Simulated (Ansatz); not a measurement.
**Structure types of Hg at zero pressure**

Structure types of Hg are relaxed in primitive cells with their symmetry kept at 0 GPa, first on PAW files, then by LAPW. The enthalpy is E + pV at zero temperature, without zero-point motion. Only the types listed were tried, and differences under about 5 meV/atom are mesh noise. Not among the end structures: fcc, which may lie lower.

All numbers are PBE results (scalar-relativistic) from Ansatz 0.2.0, with Fermi–Dirac smearing of 0.05 eV, no spin polarisation. Methods: LAPW: all electrons, basis error target 0.5 meV/atom; PAW: frozen-core files, cutoff 420 eV.

k meshes: bcc 15×15×15, hcp 14×14×8, sc 13×13×13, diamond 11×11×11.

Spin–orbit coupling is left out, which matters for the heavy atoms.

Problem. Order the types by LAPW enthalpy, lowest first.
A. diamond
B. bcc
C. sc
D. hcp

Solution. D (0 meV/atom), B (5 meV/atom), C (18 meV/atom), A (85 meV/atom).

```tsv
start type	ends as	a, b, c (Å)	V (Å³/atom)	H − H(lowest), LAPW (meV/atom)	same, PAW
bcc	bcc, Im-3m	3.892, 3.892, 3.892	29.48	5.0	5.1
hcp	hcp, P6_3/mmc	3.598, 3.598, 5.583	31.29	0.0	0.0
sc	sc, Pm-3m	3.111, 3.111, 3.111	30.11	17.9	18.0
diamond	diamond, Fd-3m	7.672, 7.672, 7.672	56.45	85.4	85.0
```
